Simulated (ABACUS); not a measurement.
**Ag: equation of state with PBEsol**

The system is Ag.

```
Ag
1.0
     0.00000    2.04275    2.04275
     2.04275    0.00000    2.04275
     2.04275    2.04275    0.00000
Ag
1
Direct
  0.00000 0.00000 0.00000
```

```
Program                                       : ABACUS 3.10.1
Task                                          : equation of state
Functional                                    : PBEsol
Potentials or basis                           : SPMS ONCV 1.0 PBE
Cutoff                                        : 1116 eV
Density cutoff                                : 4463 eV
Basis                                         : plane waves
k mesh                                        : 9 × 9 × 9
Occupations                                   : fermi-dirac, width 0.05 eV
Spin                                          : no spin polarisation
Radial cutoff of the potentials (pseudo_rcut) : 10 bohr
SCF threshold on the density                  : 1e-08
Max SCF steps                                 : 100
Eigensolver                                   : dav
Mixing                                        : broyden
Mixing share                                  : 0.7
Symmetry key                                  : 1
Bands                                         : 14
```

```json
{"Equilibrium volume": "16.62 Å³/atom", "Bulk modulus": "123 GPa", "Pressure derivative of the bulk modulus": "5.7 (rough: it moves with the points fitted)"}
```

Energy against volume, from the lowest point:
```tsv
volume (Å³/atom)	energy (meV/atom)
16.025	8.62
16.707	0.00
17.389	12.24
18.071	40.27
```

All runs of the series together: 15 s on 4 threads of Intel(R) Xeon(R) Platinum 8259CL CPU @ 2.50GHz (Skylake/Cascade Lake), on a shared host.

Caveat: the potentials were made for another functional, which shifts forces and pressure.
